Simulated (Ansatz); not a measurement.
Method: DFT PBE, scalar-relativistic, plane waves, PAW (Ansatz 0.2.0). Settings: cutoff 420 eV, Γ-centred meshes spaced at most about 0.3 Å⁻¹, and about 0.25 Å⁻¹ or finer for metals (2π included), Gaussian smearing. No spin polarisation.

These are static total energies at zero pressure.

Two forms of Al6O were relaxed alike.

A. Space group P3m1 (No. 156), trigonal, a = 2.886 Å, c = 14.488 Å. Al on its first site is surrounded by 3 O at 1.92 Å and 9 Al at 2.79–2.89 Å; Al on its second site is surrounded by 1 O at 2.06 Å and 9 Al at 2.89 Å; Al on its third site is surrounded by 12 Al at 2.84–2.89 Å; Al on its fourth site has 12 Al at 2.83–2.89 Å; O is surrounded by 3 Al at 1.92 Å and 1 Al at 2.06 Å; 2 more sites not described.

B. Space group P-3m1 (No. 164), trigonal, a = 2.854 Å, c = 14.415 Å. Al on its first site has 12 Al at 2.82–2.85 Å; Al on its second site is surrounded by 3 O at 2.19 Å and 9 Al at 2.84–2.85 Å; Al on its third site is surrounded by 12 Al at 2.82–2.85 Å; O is surrounded by 6 Al at 2.19 Å.

Problem. Which would you expect to be lower, and how large is the difference?

Solution. A is lower, by 172 meV/atom. A has space group P3m1 (No. 156), 14.9 Å³/atom and no gap on its mesh; B has space group P-3m1 (No. 164), 14.5 Å³/atom and no gap. Counting Al atoms around O (those within 1.25 times the shortest such distance or 1.15 times the sum of covalent radii), A has O 4 and B has O 6. Both come from invented guesses.

Cells relaxed within their symmetry can be saddle points.
